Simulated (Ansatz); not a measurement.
AlN under changes of volume

One of the cells (10.417 Å³/atom); the others are scaled copies at fixed shape and fractional positions:

```
Al N
1.0
     0.00000    2.18399    2.18399
     2.18399    0.00000    2.18399
     2.18399    2.18399    0.00000
Al N
1 1
Direct
  0.00000 0.00000 0.00000
  0.25000 0.25000 0.25000
```

Measurements of this composition are mostly on another form, of space group No. 186.

- Program: Ansatz 0.2.0
- Functional: r2SCAN
- Potentials or basis: Ansatz PAW
- Cutoff: 500 eV (not typed: the program's choice for these potentials)
- k mesh: 10 × 10 × 10
- Occupations: fermi-dirac, width 0.05 eV
- Spin: no spin polarisation

```tsv
volume (Å³/atom)	energy over the lowest point (meV/atom)	pressure (GPa)	gap on the mesh (eV)
9.792	28.33	15.0	3.99
10.001	12.42	9.6	3.97
10.209	?	?	?
10.417	0.00	0.3	3.94
10.626	2.32	-3.8	3.93
10.834	9.64	-7.4	3.91
11.042	21.49	-10.7	3.89
```

Question: What does the run at 10.209 Å³/atom give?

Answer: Energy over the lowest point 3.18 meV/atom; pressure 4.7 GPa; gap on the mesh 3.96 eV.

Worked out: A Birch-Murnaghan fit of order 3 (a polynomial in V^(-2/3)) to the other rows has its minimum at 10.43 Å³/atom with B0 = V·E''(V) = 210 GPa and B' = 3.7. It gives 3.20 meV/atom at 10.209 Å³/atom, against the run's 3.18, and -dE/dV = 4.7 GPa, against 4.7. A straight line through the other rows of the gap, of slope -0.796 eV per unit of ln V, gives 3.96 eV, against the run's 3.96.

Energies are extrapolated to zero smearing.

Caveats: the PAW data sets come from PBE, with cores solved anew for the run's functional, which leaves a small shift of forces and pressure.

A mesh can miss the band edges.
